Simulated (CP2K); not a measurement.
Runs of CP2K 2026.2 on Sr. Symmetry: Fm-3m, No. 225, cubic system. The conventional cell has a = 6.085 Å, b = 6.085 Å, c = 6.085 Å, α = 90.00°, β = 90.00°, γ = 90.00°. Sr (site symmetry m-3m) has 12 Sr at 4.30 Å as nearest neighbours. 

```csv
task,level,potentials or basis,smearing,EPS_DEFAULT,NGRIDS,basis sets,potentials,points a segment of the path (NPOINTS),gap on the mesh (eV),pressure (GPa)
band structure,LDA,POTENTIAL_UZH Sr GTH-PBE-q10; TZVP-MOLOPT-PBE-GTH basis,fermi-dirac 0.05 eV,1.0E-10,5,Sr TZVP-MOLOPT-PBE-GTH-q10,Sr GTH-PBE-q10 of POTENTIAL_UZH,8,none,-1.5
single point,RPBE+D4,POTENTIAL_UZH Sr GTH-PBE-q10; TZVP-MOLOPT-PBE-GTH basis,fermi-dirac 0.05 eV,1.0E-10,5,Sr TZVP-MOLOPT-PBE-GTH-q10,Sr GTH-PBE-q10 of POTENTIAL_UZH,-,none,-0.2
band structure,r2SCAN,POTENTIAL_UZH Sr GTH-SCAN-q10; TZVP-MOLOPT-SCAN-GTH basis,fermi-dirac 0.05 eV,1.0E-9,5,Sr TZVP-MOLOPT-SCAN-GTH-q10,Sr GTH-SCAN-q10 of POTENTIAL_UZH,6,none,0.1
band structure,LDA,GTH_POTENTIALS Sr GTH-PADE-q10; TZVP-MOLOPT-PBE-GTH basis,fermi-dirac 0.0259 eV,1.0E-9,4,Sr TZVP-MOLOPT-PBE-GTH-q10,Sr GTH-PADE-q10 of GTH_POTENTIALS,10,none,(a)
single point,RPBE,POTENTIAL_UZH Sr GTH-PBE-q10; TZVP-MOLOPT-PBE-GTH basis,gaussian 0.02 eV,1.0E-10,4,Sr TZVP-MOLOPT-PBE-GTH-q10,Sr GTH-PBE-q10 of POTENTIAL_UZH,-,none,0.3
single point,RPBE,POTENTIAL_UZH Sr GTH-PBE-q10; TZVP-MOLOPT-PBE-GTH basis,fermi-dirac 0.05 eV,1.0E-10,5,Sr TZVP-MOLOPT-PBE-GTH-q10,Sr GTH-PBE-q10 of POTENTIAL_UZH,-,none,0.3
band structure,r2SCAN,POTENTIAL_UZH Sr GTH-SCAN-q10; TZVP-MOLOPT-SCAN-GTH basis,fermi-dirac 0.05 eV,1.0E-10,5,Sr TZVP-MOLOPT-SCAN-GTH-q10,Sr GTH-SCAN-q10 of POTENTIAL_UZH,8,none,0.1
```

Alike in all rows: no spin polarisation; cell as given; k mesh 8 × 8 × 8.

Question: Estimate the missing entries.

Answer: (a) -1.7.

Caveats: the basis of atomic orbitals isn't converged, which shifts pressures, moduli and gaps; the potentials were made for another functional, which shifts forces and pressure (some runs); pairwise dispersion overbinds metals, which lowers pressure and volume (some runs).

A k mesh can miss the band edges, and the runs leave out spin-orbit coupling on Sr.

A gap of «none» marks a metal or a gap under the smearing width.

Not every run made on this cell is shown here.
